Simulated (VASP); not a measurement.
BP:

```
CELL_PARAMETERS angstrom
0.00000 2.26900 2.26900
2.26900 0.00000 2.26900
2.26900 2.26900 0.00000
ATOMIC_POSITIONS crystal
P 0.75000 0.75000 0.75000
B 0.00000 0.00000 0.00000
```

Base run:

```yaml
Program: VASP 6.6.1
Functional: HSE06
Potentials_or_basis: VASP PAW PBE potentials, release 64 (P, B)
Cutoff: 520 eV
k_mesh: 8 × 8 × 8
Occupations: gaussian, width 0.02 eV
Spin: no spin polarisation
```

Its results: band gap on the k mesh 2.01 eV, indirect (least direct gap 4.35 eV); pressure -2.2 GPa.

**Question.** The run is repeated on the same cell with these changes: functional from HSE06 to HSE03. What comes out?

**Answer.** Band gap on the k mesh 1.82 eV, indirect (least direct gap 4.15 eV); pressure -1.9 GPa.

Caveats: the PAW data sets were made with another functional, which shifts forces and pressure a little.

A k mesh can miss the band edges.
